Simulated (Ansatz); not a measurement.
Space group P6_3/mmc (No. 194). a = 3.996 Å, b = 3.996 Å, c = 6.603 Å, α = 90.00°, β = 90.00°, γ = 120.00°
```json
{"atom": "Ge", "site": "4f", "symmetry": "3m.", "x": "0.6667", "y": "0.3333", "z": "0.0630"}
```

Equation of state of this Ge structure (not necessarily the ground state), with shape and atoms relaxed at each volume where symmetry leaves them free. Theory: DFT r2SCAN, scalar-relativistic, plane waves, PAW (Ansatz 0.2.0).

Plane waves to 500 eV, a k mesh through Γ of 12×12×6 on the computed 4-atom cell and Gaussian smearing (0.01 eV); no spin polarisation.

```
V (Å³/atom) E − E(largest V) (meV/atom) P (GPa) gap on mesh (eV)
     20.084                        51.15    12.28              0.41
     20.769                         7.25     8.38              0.38
     21.453                       -21.35     5.10              0.28
     22.138                       -37.04     2.33              0.19
     22.823                       -41.86    -0.01              0.10
     23.507                       -37.53    -1.94              0.00
     24.192                       -25.68    -3.57              0.06
     25.105                         0.00    -5.37              0.08
```

Question: Fit a third-order Birch–Murnaghan equation to E(V).

Answer: V0 = 22.82 Å³/atom, B0 = 71 GPa, B0' = 4.8.

This form isn't the element's structure at ambient conditions.